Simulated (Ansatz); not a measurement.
# How the functional moves the response of AlP (F-43m) (r²SCAN, LDA and PBEsol)

```xyz
2
Lattice="0.0000 2.7392 2.7392 2.7392 0.0000 2.7392 2.7392 2.7392 0.0000" Properties=species:S:1:pos:R:3 pbc="T T T"
Al    0.0000    0.0000    0.0000
P     4.1088    4.1088    4.1088
```

This cell (20.55 Å³ an atom) was relaxed by PAW under r²SCAN, and each functional gets its own cell relaxed so. Quantity: dielectric response and Born charges by linear response (direction means).

Runs: (1) r²SCAN, PAW on Ansatz 0.2.0's default frozen-core files (fitted under PBE), scalar-relativistic; k mesh 6×6×6, fixed occupations, cutoff 500 eV. (2) LDA, PAW on Ansatz 0.2.0's default frozen-core files (fitted under PBE), scalar-relativistic; k mesh 8×8×8, fixed occupations, cutoff 420 eV. (3) PBEsol, PAW on Ansatz 0.2.0's default frozen-core files (fitted under PBE), scalar-relativistic; k mesh 8×8×8, fixed occupations, cutoff 420 eV.

Under r²SCAN: ε∞ = 7.32, largest |Z*| = 2.25 e, ε₀ = 9.5.

Problem. Which way does LDA move the volume, and by how much?

Solution. a = 5.434 Å, 20.06 Å³ an atom: 2.4 % smaller.

Problem. What does LDA give for these quantities?

Solution. 

```tsv
quantity	r²SCAN	LDA	change
ε∞	7.32	8.33	+14 %
largest |Z*|	2.25 e	2.22 e	-1 %
ε₀	9.5	10.5	+10 %
```

Problem. Which way does PBEsol move the volume, and by how much?

Solution. a = 5.470 Å, 20.46 Å³ an atom: 0.4 % smaller.

Problem. What does PBEsol give for these quantities?

Solution. 

```csv
quantity,r²SCAN,PBEsol,change
ε∞,7.32,8.30,+13 %
largest |Z*|,2.25 e,2.23 e,under 1 %
ε₀,9.5,10.5,+11 %
```

Known limits: frozen-core PAW files fitted under PBE, their cores solved anew for the functional of the run; zone-boundary modes aren't tested; field response not resolved by the mesh.
